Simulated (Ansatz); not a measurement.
## Ni(100) / 3 layers Cu(100) / Ni(100): resistance against film thickness

How does the resistance across the layers grow with the film in Ni(100) / 3 layers Cu(100) / Ni(100)?

Calculated with Ansatz 0.2.0; Ansatz plane-wave DFT, PBEsol, PAW files, collinear spin; ballistic transport by layer matching (Landauer), zero bias; PAW set soft_1.

**1. The structure**

The cell holds 14 atoms: 11 Ni and 3 Cu. Its edges and angles: a = 2.492 Å, b = 2.492 Å, c = 25.088 Å, α = 90.0°, β = 90.0°, γ = 90.0°. It derives from Ni and Cu. Regions: lead, 11 atoms (11 Ni); films, 3 atoms (3 Cu). The structure is stacked along c, and the current runs across the ab planes.

**2. With 3 layers**

The film is laid into the lead at the lead's in-plane lattice, and the cell closes on the lead's own image. The mesh across the current, 30×30, is finer than the density's, because channels open and close sharply across the zone. Energies from -1 to 1 eV in steps of 0.036 eV cover the slope of the Fermi function at 300 K, so the program can form a conductance.

Input file input.yaml:

```yaml
crystal:
  lattice:
    - [2.4918442969, 0.0, 0.0]
    - [0.0, 2.4918442969, 0.0]
    - [0.0, 0.0, 25.0879760965]
  atoms:
    - { symbol: Ni, position: [0.0, 0.0, 0.0351164238], spin: 1.0 }
    - { symbol: Ni, position: [0.5, 0.5, 0.1053492713], spin: 1.0 }
    - { symbol: Ni, position: [0.0, 0.0, 0.1755821188], spin: 1.0 }
    - { symbol: Ni, position: [0.5, 0.5, 0.2458149664], spin: 1.0 }
    - { symbol: Ni, position: [0.0, 0.0, 0.3160478139], spin: 1.0 }
    - { symbol: Cu, position: [0.5, 0.5, 0.3890706838] }
    - { symbol: Cu, position: [0.0, 0.0, 0.4648835762] }
    - { symbol: Cu, position: [0.5, 0.5, 0.5406964686] }
    - { symbol: Ni, position: [0.0, 0.0, 0.6137193386], spin: 1.0 }
    - { symbol: Ni, position: [0.5, 0.5, 0.6839521861], spin: 1.0 }
    - { symbol: Ni, position: [0.0, 0.0, 0.7541850336], spin: 1.0 }
    - { symbol: Ni, position: [0.5, 0.5, 0.8244178812], spin: 1.0 }
    - { symbol: Ni, position: [0.0, 0.0, 0.8946507287], spin: 1.0 }
    - { symbol: Ni, position: [0.5, 0.5, 0.9648835762], spin: 1.0 }
magnetization:
  spin_polarized: true
kpoints:
  mp_grid: { grid: [15, 15, 1] }
hamiltonian:
  xc: pbesol
  pseudopotentials: { kind: paw, azcp: { folder: soft_1 }, xc_functional: pbe }
scf:
  occupations: { method: fermi_dirac, width: 0.1 }
output:
  transmission: { leads: [[0, 1]], kmesh: [30, 30], e_range: [-1.0, 1.0], de: 0.036 }
  write_potential: true
  write_density: true
  volumetric_format: npy
  elf: true
```

Launch:

```console
$ ansatz run input.yaml --threads 4 --pin off --max-ram 8192MiB --backend cpu --events-out ev --progress --plain --runs-dir out
```

Numbers of over 12 decimals in the logs are rounded to 6 here.

The log of the run:

```text
Engine: ansatz 0.2.0, aarch64-unknown-linux-gnu
Pseudopotentials: kind: paw
Pseudopotential: Ni, paw, valence charge 18, recommended cutoff 420 eV (normal), soft_1/Ni.paw.azcp
Pseudopotential: Cu, paw, valence charge 19, recommended cutoff 420 eV (normal), soft_1/Cu.paw.azcp
Functional definition: PBEsol
  exchange = pbesol_x
  correlation = pbesol_c
Crystal: 14 atoms, lattice volume = 155.778 Å³
Basis set: ecut = 420 eV, 3011 PW (Γ)
Bands: 160, of which v1, the nominal top of the filled ones, is band 128 counted from 1 (127 counted from 0)
Symmetry: 16 space group operations
Space group: P4/mmm (ITA 123), of the structure as read, at distance tolerance 5.4e-5 Å
Magnetic group: BNS 123.339 (UNI 999), of the structure as read, at distance tolerance 5.4e-5 Å
k-points: 36 of 225
Non-local potential: Ni, projectors of the file, l = 0: 3, l = 1: 2, l = 2: 3, l = 3: 1
Non-local potential: Cu, projectors of the file, l = 0: 3, l = 1: 2, l = 2: 3, l = 3: 1
PAW form: soft (Blöchl's): semilocal exchange-correlation on the pseudo side does not see the compensation charge
PAW frozen core: Ni, regenerated for the run's functional, and the local potential with it (the file was generated under x = pbe(κ = 0.804, μ = 0.219515), c = pbe(β = 0.066725))
PAW frozen core: Cu, regenerated for the run's functional, and the local potential with it (the file was generated under x = pbe(κ = 0.804, μ = 0.219515), c = pbe(β = 0.066725))
PAW one-centre angular grid: Ni, 590 points (default); XC on 64 Gauss nodes
PAW one-centre angular grid: Cu, 590 points (default); XC on 64 Gauss nodes
Initial density: superposition of atomic densities (chi_scale 0.1, normalization cell)
Starting moments: Σ|m| = 11 μB on 11 of 14 sites
Initial wavefunctions: pseudopotential atomic-orbital guess
Functional: x = pbesol(κ = 0.804, μ = 0.123457), c = pbesol(β = 0.046)
SCF iter   1: F=—  HF=-83616.448621 eV  |F-HF|=—  |Δ(HF+E_count)|=         —  Δρ=2.78e-1 (↑2.58e-1 ↓2.78e-1)  dr2=2.00e3  dr2_m=1.18e1  M=2.743 μB ∫|m|=3.022 μB  β_m=0.30  ethr=3.10e-3  ⟨swp⟩=4.7  Hψ=35739  notcnv=0  defer=344
Mixer restart at iter 1: flushing history
preconditioner: auto → Kerker (q_TF=auto, 2.962 Å⁻¹)  [metal: Δε(μ)=0.001 eV  Ē_g=8.731 eV  σ=0.100 eV  W_gap=0.00  n_scr=74 (ndim 8)  ℏωp=35.6 eV  f_vac=0.000  D(μ)=26.03/eV (n_scr^D=398)]
spin=Collinear: Kerker preconditioning applied to the charge; magnetization (m = ρ↑ − ρ↓) channel mixes plain (no charge-response kernel on spin).
SCF iter   2: F=—  HF=-83634.491817 eV  |F-HF|=—  |Δ(HF+E_count)|=    1.80e1  Δρ=1.27e-1 (↑1.13e-1 ↓1.27e-1)  dr2=5.55e1  dr2_m=5.61e-1  M=8.364 μB ∫|m|=8.968 μB  β_m=0.26  ethr=3.10e-3  ⟨swp⟩=4.0  Hψ=37240  notcnv=0  defer=1047
SCF iter   3: F=—  HF=-83618.190367 eV  |F-HF|=—  |Δ(HF+E_count)|=    1.63e1  Δρ=3.47e-2 (↑3.33e-2 ↓3.47e-2)  dr2=7.34e0  dr2_m=5.64e-2  M=7.395 μB ∫|m|=8.014 μB  β_m=0.34  ethr=3.10e-3  ⟨swp⟩=3.6  Hψ=26412  notcnv=0  defer=1148
SCF iter   4: F=—  HF=-83619.148546 eV  |F-HF|=—  |Δ(HF+E_count)|=   9.58e-1  Δρ=5.69e-2 (↑4.13e-2 ↓5.69e-2)  dr2=1.08e2  dr2_m=5.16e-1  M=6.095 μB ∫|m|=6.738 μB  β_m=0.27  ethr=2.88e-3  ⟨swp⟩=2.0  Hψ=23456  notcnv=0  defer=1165  recentre
SCF iter   5: F=—  HF=-83619.509005 eV  |F-HF|=—  |Δ(HF+E_count)|=   3.60e-1  Δρ=3.54e-2 (↑2.02e-2 ↓3.54e-2)  dr2=5.34e1  dr2_m=2.60e-1  M=6.328 μB ∫|m|=7.008 μB  β_m=0.28  ethr=2.88e-3  ⟨swp⟩=1.7  Hψ=12472  notcnv=0  defer=1165
SCF iter   6: F=—  HF=-83621.193568 eV  |F-HF|=—  |Δ(HF+E_count)|=    1.68e0  Δρ=1.94e-2 (↑1.37e-2 ↓1.94e-2)  dr2=8.31e0  dr2_m=3.85e-2  M=6.234 μB ∫|m|=7.071 μB  β_m=0.24  ethr=2.88e-3  ⟨swp⟩=2.1  Hψ=13619  notcnv=0  defer=1185
SCF iter   7: F=—  HF=-83621.214569 eV  |F-HF|=—  |Δ(HF+E_count)|=   2.10e-2  Δρ=2.92e-2 (↑2.12e-2 ↓2.92e-2)  dr2=3.09e1  dr2_m=1.06e-1  M=6.090 μB ∫|m|=6.873 μB  β_m=0.24  ethr=2.88e-3  ⟨swp⟩=2.0  Hψ=15075  notcnv=0  defer=1196  recentre
SCF iter   8: F=—  HF=-83620.851065 eV  |F-HF|=—  |Δ(HF+E_count)|=   3.64e-1  Δρ=2.37e-2 (↑1.47e-2 ↓2.37e-2)  dr2=2.11e1  dr2_m=7.62e-2  M=6.249 μB ∫|m|=7.029 μB  β_m=0.26  ethr=2.88e-3  ⟨swp⟩=2.0  Hψ=12829  notcnv=0  defer=1194
SCF iter   9: F=—  HF=-83621.209625 eV  |F-HF|=—  |Δ(HF+E_count)|=   3.59e-1  Δρ=1.69e-2 (↑1.19e-2 ↓1.69e-2)  dr2=6.05e0  dr2_m=1.56e-2  M=6.216 μB ∫|m|=7.075 μB  β_m=0.27  ethr=2.88e-3  ⟨swp⟩=2.0  Hψ=12356  notcnv=0  defer=1201
[...]
SCF iter  19: F=—  HF=-83621.109033 eV  |F-HF|=—  |Δ(HF+E_count)|=   2.05e-5  Δρ=5.71e-5 (↑3.28e-5 ↓5.71e-5)  dr2=1.54e-5  dr2_m=7.36e-7  M=6.480 μB ∫|m|=7.380 μB  β_m=0.52  ethr=2.34e-8  ⟨swp⟩=2.0  Hψ=13470  notcnv=0  defer=1200
SCF iter  20: F=—  HF=-83621.109037 eV  |F-HF|=—  |Δ(HF+E_count)|=   3.79e-6  Δρ=4.32e-5 (↑2.10e-5 ↓4.32e-5)  dr2=9.13e-6  dr2_m=5.05e-7  M=6.481 μB ∫|m|=7.381 μB  β_m=0.58  ethr=6.03e-9  ⟨swp⟩=2.2  Hψ=16574  notcnv=0  defer=1200
SCF iter  21: F=—  HF=-83621.109037 eV  |F-HF|=—  |Δ(HF+E_count)|=   2.45e-8  Δρ=4.84e-5 (↑1.93e-5 ↓4.84e-5)  dr2=9.95e-6  dr2_m=4.88e-7  M=6.481 μB ∫|m|=7.381 μB  β_m=0.48  ethr=3.58e-9  ⟨swp⟩=2.1  Hψ=14607  notcnv=0  defer=1200
SCF iter  22: F=—  HF=-83621.109036 eV  |F-HF|=—  |Δ(HF+E_count)|=   4.56e-7  Δρ=1.72e-5 (↑5.97e-6 ↓1.72e-5)  dr2=2.58e-6  dr2_m=7.61e-8  M=6.481 μB ∫|m|=7.381 μB  β_m=0.50  ethr=3.58e-9  ⟨swp⟩=1.0  Hψ=11521  notcnv=0  defer=1200
SCF iter  23: F=—  HF=-83621.109037 eV  |F-HF|=—  |Δ(HF+E_count)|=   3.95e-8  Δρ=8.22e-6 (↑4.43e-6 ↓8.22e-6)  dr2=4.46e-7  dr2_m=1.97e-8  M=6.481 μB ∫|m|=7.381 μB  β_m=0.43  ethr=1.01e-9  ⟨swp⟩=1.0  Hψ=11520  notcnv=0  defer=1200
SCF iter  24: F=—  HF=-83621.109037 eV  |F-HF|=—  |Δ(HF+E_count)|=   1.04e-8  Δρ=3.74e-6 (↑3.47e-6 ↓3.74e-6)  dr2=1.30e-7  dr2_m=4.32e-9  M=6.481 μB ∫|m|=7.381 μB  β_m=0.42  ethr=1.75e-10  ⟨swp⟩=1.5  Hψ=11677  notcnv=0  defer=1200
SCF iter  25: F=—  HF=-83621.109037 eV  |F-HF|=—  |Δ(HF+E_count)|=   9.15e-9  Δρ=1.68e-6 (↑1.68e-6 ↓1.55e-6)  dr2=1.56e-8  dr2_m=1.29e-9  M=6.481 μB ∫|m|=7.381 μB  β_m=0.71  ethr=5.09e-11  ⟨swp⟩=1.2  Hψ=11548  notcnv=0  defer=1200
SCF iter  26: F=—  HF=-83621.109037 eV  |F-HF|=—  |Δ(HF+E_count)|=   3.07e-9  Δρ=3.89e-6 (↑1.21e-6 ↓3.89e-6)  dr2=1.43e-7  dr2_m=3.85e-9  M=6.481 μB ∫|m|=7.381 μB  β_m=0.74  ethr=6.13e-12  ⟨swp⟩=2.0  Hψ=18107  notcnv=0  defer=1200  recentre
SCF iter  27: F=—  HF=-83621.109037 eV  |F-HF|=—  |Δ(HF+E_count)|=  3.20e-10  Δρ=2.38e-6 (↑1.78e-6 ↓2.38e-6)  dr2=2.84e-8  dr2_m=4.23e-10  M=6.481 μB ∫|m|=7.381 μB  β_m=0.56  ethr=6.13e-12  ⟨swp⟩=2.0  Hψ=20503  notcnv=0  defer=1200
SCF iter  28: F=-83621.109036 eV  HF=-83621.109037 eV  |F-HF|=2.80e-8  |Δ(HF+E_count)|=  8.00e-10  Δρ=2.02e-6 (↑7.14e-7 ↓2.02e-6)  dr2=2.82e-8  dr2_m=7.90e-10  M=6.481 μB ∫|m|=7.381 μB  ethr=6.13e-12  ⟨swp⟩=8.2  Hψ=52835  notcnv=0
SCF 1 converged in 28 iterations: F = -83621.109036 eV  dr2 = 2.82e-8
  greatest PAW one-centre occupation: 1.001 electrons in one spin orbital (limit 2), on the Ni atom at site 8 (counted from 0), in its partial waves of l = 1
transmission: 929 of 9248 steps passed
transmission: 1855 of 9248 steps passed
[...]
transmission: 9248 of 9248 steps passed
SCF converged after 28 iterations
Magnetization: 6.4807 μB (130.7403 up, 124.2597 down)
Absolute magnetization: 7.3919 μB (∫|ρ↑−ρ↓|, with the PAW one-centre terms)
Spin contamination: 0.1044 ħ² per cell (⟨S²⟩ above its minimum at these occupations)
Per-site moments (μB) at R_I (Å): [(0.663393, 1.027886), (0.661671, 1.027886), (0.670704, 1.027886), (0.636125, 1.027886), (0.465051, 1.027886), (0.00182977, 1.027886), (-0.0067783, 1.027886), (0.00182977, 1.027886), (0.465051, 1.027886), (0.636125, 1.027886), (0.670704, 1.027886), (0.661671, 1.027886), (0.663393, 1.027886), (0.664797, 1.027886)]
Free energy (F): -83621.109036 eV
Harris-Foulkes:  -83621.109037 eV  (|F-HF|=2.80e-8)
Internal energy: -83620.475463 eV  (E = F + TS)
E sigma→0 (E₀):  -83620.792250 eV
Entropy (-TS):   -0.633573 eV (-45.255 meV/atom)
Fermi energy:    17.260980 eV
--- Per-component energies (eV) ---
  E_band       = -4320.939372
  E_kinetic    = 4517.955548
  E_local      = -43771.494694  (includes V_loc(G=0)·N_el)
  E_nonlocal   = 1405.646641
  E_hartree    = 22079.465758
  E_xc         = -1437.980245
  E_vxc        = -1863.588787  (∫ρ·V_xc dr)
  E_paw        = -23169.536985  (= ΣΔE_a)
  E_vpaw       = -8768.397041  (= ΣTr[D̂ρ^β])
  E_aug_tail   = 0.012640  (compensation charges beyond the density's cutoff)
  E_ewald      = -43247.332915
  E_core_change = 2.788790  (= ΣΔE_core)
  E_smearing   = -0.633573  (= −TS)
  E_closure    = -0.000000  (closes the sum)
  Σ components = -83621.109036   (vs F -83621.109036, Δ=0.00e0)
--- Band table (eV; the first three rows and the last of 72) ---
  k-point 0 ↑: bands = [... 124 lower, 16.3807, 16.4301, 16.5294, 16.6067, 16.6067, 16.6192, 16.6859, 16.7430, ... 28 higher]
  k-point 1 ↑: bands = [... 124 lower, 16.4140, 16.4391, 16.5111, 16.5521, 16.5710, 16.6236, 16.6998, 16.7379, ... 28 higher]
  k-point 2 ↑: bands = [... 124 lower, 16.3781, 16.4126, 16.4601, 16.4679, 16.5354, 16.6291, 16.6645, 16.7034, ... 28 higher]
  k-point 35 ↓: bands = [... 124 lower, 17.6980, 17.7041, 19.1838, 19.7129, 19.9717, 20.0040, 20.4375, 20.4764, ... 28 higher]
--- Transmission ---
  basis      : 57 plane waves across, 34 finite elements along
  points     : 136, standing for a mesh of 30 x 30
  filling    : by the input's occupations and mesh, since the crystals that have channels conduct as metals do. If one of these is a semiconductor, that mesh has misplaced its level
  energies   : 56 from -1.000000 to 0.980000 eV about the Fermi level, 0.036000 eV apart; the leads are filled to 0.000000 eV, and channels, transmission and decay are at 0.008000 eV
  crystal 0  : Ni1, at the sites [0, 1], period 1.7620 Å, over 19.38 Å; its Hamiltonian steps by up to 1.4 meV
    offset         : up to 0.0000 Å between an atom of the period and one for which it stands
    filled         : 15.5 meV under the level at which it is neutral
    channels       : 7.922222e-1 up, 2.182222e0 down
    conductance    : 1.8598e15 S/m² at 300 K; may be off by some 0.0 % by where its bands' edges are placed, 2.0 % from the k-mesh, 0.5 % from the distance to neutral
    slowest decay  : 0.0162 /Å at (0.4333, 0.3333)
  junction   : crystal 0 to crystal 0, -0.69 to 22.63 Å
    transmission   : 7.179522e-1 up, 7.405305e-1 down
    conductance    : 8.8945e14 S/m² at 300 K (9.0100e14 on every other point, 8.8911e14 on every other energy)
    error estimate : 0.0 % from the energy spacing and 0.2 % from band edges of the leads and from resonances (wavevectors taken as independent; lower de), 2.2 % from the k-mesh, 0.6 % from the steps of its leads' Hamiltonians or their offsets (lay more layers), 0.2 % from the distance to neutral
    resistance     : 1.8287e-4 Ω µm² beyond half of each lead's own
```

Run time: 5.5 min. Hardware: 4 threads of Arm Neoverse V2, shared host; peak memory 1.7 GiB; 20 min of CPU time.

Reading the cycles: dr2 is the Hartree energy of the density residual (eV), the measure of convergence; HF is the Harris–Foulkes estimate of the energy, which meets the free energy F at convergence.

Numbers from this step:

```yaml
free_energy: -83621.1090 eV
energy_at_zero_smearing: -83620.7922 eV
fermi_energy: 17.26 eV
magnetization: 6.481 μB
absolute_magnetization: 7.392 μB
cell_area: 6.209 Å²
step_of_the_lead_s_potential: 1.4 meV
ballistic_conductance_of_the_lead: 1.86e15 S/m²
estimated_errors_of_the_lead_s_conductance: 0, 2, 0.5 % (band edges, k-mesh, distance from neutral)
lead_conductance_per_cell: 1.490 G₀
conductance_of_the_junction: 8.89e14 S/m²
junction_conductance_per_cell: 0.7128 G₀
estimated_errors_of_the_junction_s_conductance: 0, 0.2, 2.2, 0.6, 0.2 % (energy step, band edges, k-mesh, leads' steps, distance from neutral)
area_resistance_that_the_stack_adds_contact_term_taken_off_spin_by_spin: 0.1829 fΩ m²
```

Per spin. Table of transmission, zone mean by energy, zero at the Fermi level:

```tsv
energy (eV)	T up	T down
-1.000	0.568	0.375
-0.964	0.560	0.373
-0.892	0.564	0.371
-0.856	0.546	0.410
-0.784	0.591	0.457
-0.748	0.635	0.492
-0.712	0.662	0.470
-0.676	0.647	0.476
-0.640	0.648	0.491
-0.568	0.571	0.461
-0.532	0.574	0.468
-0.460	0.623	0.418
-0.424	0.621	0.413
-0.352	0.634	0.466
-0.316	0.641	0.501
-0.244	0.648	0.591
-0.208	0.674	0.580
-0.136	0.697	0.648
-0.100	0.701	0.655
-0.028	0.713	0.720
0.008	0.718	0.741
0.080	0.722	0.669
0.116	0.729	0.644
0.188	0.746	0.618
0.224	0.753	0.622
0.296	0.763	0.617
0.332	0.768	0.641
0.404	0.777	0.689
0.440	0.784	0.694
0.512	0.784	0.697
0.548	0.787	0.704
0.620	0.801	0.709
0.656	0.800	0.706
0.728	0.805	0.712
0.764	0.806	0.720
0.836	0.808	0.753
0.872	0.813	0.759
0.944	0.816	0.764
0.980	0.815	0.765
```

Per spin. Table of open channels, zone mean by energy, zero at the Fermi level:

```tsv
energy (eV)	lead up	lead down
-1.000	2.06	1.70
-0.964	2.08	1.80
-0.892	2.13	1.93
-0.856	2.12	1.94
-0.784	2.28	2.01
-0.748	2.43	1.98
-0.676	2.48	1.97
-0.640	2.44	1.80
-0.568	1.74	1.79
-0.532	1.34	1.8
-0.460	0.863	1.73
-0.424	0.672	1.72
-0.352	0.69	1.83
-0.316	0.708	1.87
-0.244	0.77	1.88
-0.208	0.748	1.87
-0.136	0.757	1.99
-0.100	0.757	1.97
-0.028	0.792	2.18
0.008	0.792	2.18
0.080	0.81	2.35
0.116	0.788	2.32
0.188	0.814	1.73
0.224	0.823	1.37
0.296	0.832	1.11
0.332	0.837	1.05
0.404	0.872	0.832
0.440	0.872	0.814
0.512	0.841	0.779
0.548	0.85	0.797
0.620	0.868	0.814
0.656	0.877	0.814
0.728	0.886	0.832
0.764	0.886	0.81
0.836	0.912	0.854
0.872	0.912	0.863
0.944	0.908	0.881
0.980	0.899	0.89
```

Transmission over k1 and k2. At 0.0080 eV from the Fermi level, spin up.

Ten even steps from '_' (0.00) to '@' (1.00), each cell a mean:
```
________________________::::@@@@@@::::______________________
________--======++++++++%%@@@@@@@@@@%%++++++++======--______
______==@@@@@@@@@@@@@@@@@@@@@@@@@@@@@@@@@@@@@@@@@@@@@@==____
______%%@@@@@@@@@@@@@@@@@@@@@@@@@@@@@@@@@@@@@@@@@@@@@@%%____
______@@@@@@@@@@@@@@@@@@@@@@@@@@@@@@@@@@@@@@@@@@@@@@@@@@____
______@@@@@@@@@@@@@@@@@@@@@@@@@@@@@@@@@@@@@@@@@@@@@@@@@@____
______@@@@@@@@@@@@@@@@@@@@@@@@@@@@@@@@@@@@@@@@@@@@@@@@@@____
______@@@@@@@@@@@@@@@@@@@@@@@@@@@@@@@@@@@@@@@@@@@@@@@@@@____
____##@@@@@@@@@@@@@@@@@@@@@@%%%%%%@@@@@@@@@@@@@@@@@@@@@@##__
..==@@@@@@@@@@@@@@@@@@@@@@%%%%%%%%%%@@@@@@@@@@@@@@@@@@@@@@==
::@@@@@@@@@@@@@@@@@@@@@@%%%%%%%%%%%%%%@@@@@@@@@@@@@@@@@@@@@@
::##@@@@@@@@@@@@@@@@@@@@@@%%%%%%%%%%@@@@@@@@@@@@@@@@@@@@@@##
____%%@@@@@@@@@@@@@@@@@@@@@@%%%%%%@@@@@@@@@@@@@@@@@@@@@@%%__
____..@@@@@@@@@@@@@@@@@@@@@@@@@@@@@@@@@@@@@@@@@@@@@@@@@@..__
______@@@@@@@@@@@@@@@@@@@@@@@@@@@@@@@@@@@@@@@@@@@@@@@@@@____
______@@@@@@@@@@@@@@@@@@@@@@@@@@@@@@@@@@@@@@@@@@@@@@@@@@____
______@@@@@@@@@@@@@@@@@@@@@@@@@@@@@@@@@@@@@@@@@@@@@@@@@@____
______%%@@@@@@@@@@@@@@@@@@@@@@@@@@@@@@@@@@@@@@@@@@@@@@%%____
______**@@@@@@@@@@@@@@@@@@@@@@@@@@@@@@@@@@@@@@@@@@@@@@**____
________==##############@@@@@@@@@@@@@@##############==______
________________________==++@@@@@@++==______________________
____________________________++==++__________________________
```
Columns: k1 (b1) from -0.5 to 0.467; rows upwards: k2 (b2) from -0.5 to 0.467.

Open channels over k1 and k2. At 0.0080 eV from the Fermi level, spin up.

Values, 12 rows by 16 columns, each cell a mean:
```
0.00 0.00 0.17 0.20 0.20 0.20 0.68 1.43 1.80 1.05 0.31 0.20 0.20 0.20 0.08 0.00
0.00 0.32 0.97 1.00 1.00 1.00 1.00 1.00 1.00 1.00 1.00 1.00 1.00 1.00 0.83 0.00
0.00 0.40 1.00 1.00 1.00 1.00 1.00 1.00 1.00 1.00 1.00 1.00 1.00 1.00 0.93 0.00
0.00 0.40 1.00 1.00 1.00 1.00 1.00 1.00 1.00 1.00 1.00 1.00 1.00 1.00 0.93 0.00
0.00 1.04 1.00 1.00 1.00 1.00 1.00 1.00 1.00 1.00 1.00 1.00 1.00 1.00 1.01 0.56
1.60 1.57 1.00 1.00 1.00 1.00 1.00 1.00 1.00 1.00 1.00 1.00 1.00 1.00 1.07 1.79
0.80 1.52 1.00 1.00 1.00 1.00 1.00 1.00 1.00 1.00 1.00 1.00 1.00 1.00 1.07 1.36
0.00 0.61 1.00 1.00 1.00 1.00 1.00 1.00 1.00 1.00 1.00 1.00 1.00 1.00 0.96 0.19
0.00 0.40 1.00 1.00 1.00 1.00 1.00 1.00 1.00 1.00 1.00 1.00 1.00 1.00 0.93 0.00
0.00 0.40 1.00 1.00 1.00 1.00 1.00 1.00 1.00 1.00 1.00 1.00 1.00 1.00 0.93 0.00
0.00 0.16 0.75 0.80 0.80 0.80 1.04 1.20 1.20 1.20 0.85 0.80 0.80 0.80 0.53 0.00
0.00 0.00 0.00 0.00 0.00 0.00 0.24 1.25 2.00 0.51 0.05 0.00 0.00 0.00 0.00 0.00
```
Columns: k1 (b1) from -0.5 to 0.467; rows upwards: k2 (b2) from -0.5 to 0.467.

(Part 1 of 3 ends here.)

[Logs are printed without paths, hosts, clocks, repeated set-up lines and the standing remarks that a program may print on its own settings, such as how far it seeks lower states.]

[Hosts, paths, dates, database ids (printed as entryN), source tags and the programs' standing remarks are cut or masked in the printed files.]
